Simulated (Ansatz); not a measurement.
The system is TiSi2.

```
Ti Si
1.0
     0.00000    4.11752    4.26290
     2.38951    0.00000    4.26290
     2.38951    4.11752    0.00000
Ti Si
2 4
Direct
  0.75000 0.75000 0.75000
  0.50000 0.50000 0.50000
  0.41257 0.08743 0.41257
  0.08743 0.41257 0.08743
  0.16257 0.83743 0.16257
  0.83743 0.16257 0.83743
```

The cell is a database's computed one.

* Program: Ansatz 0.2.0
* Task: relaxation of cell and atoms
* Functional: revPBE
* Dispersion: D3(BJ)
* Potentials or basis: Ansatz PAW
* Cutoff: 420 eV (not typed: the program's choice for these potentials)
* k mesh: 7 × 7 × 7
* Occupations: fermi-dirac, width 0.05 eV
* Spin: no spin polarisation

At the start: volume 13.98 Å³/atom.

Problem. Where does the relaxation end?

Solution. It ends after 6 steps and the volume is 13.19 Å³/atom (-5.6 %); space group Fddd (No. 70, to 0.05 Å).

Step by step:
```csv
step,energy change (eV),largest force (eV/Å),volume (Å³)
1,0.0000,0.0186,83.88
2,-0.1215,0.0424,78.51
3,-0.1334,0.0039,79.19
4,-0.1343,0.0015,79.18
5,-0.1343,0.0006,79.15
6,-0.1334,0.0005,79.15
```

Final structure:
```
Ti Si
1.0
     0.00000    4.00966    4.21092
     2.34375    0.00000    4.21092
     2.34375    4.00966    0.00000
Ti Si
2 4
Direct
  0.75000 0.75000 0.75000
  0.50000 0.50000 0.50000
  0.41324 0.08676 0.41324
  0.08676 0.41324 0.08676
  0.16324 0.83676 0.16324
  0.83676 0.16324 0.83676
```

Caveat: the plane-wave basis is chosen anew once the cell has moved, so the energies of steps on either side of that aren't comparable; pairwise dispersion overbinds metals, which lowers pressure and volume; the PAW data sets come from PBE, with cores solved anew for the run's functional, which leaves a small shift of forces and pressure.
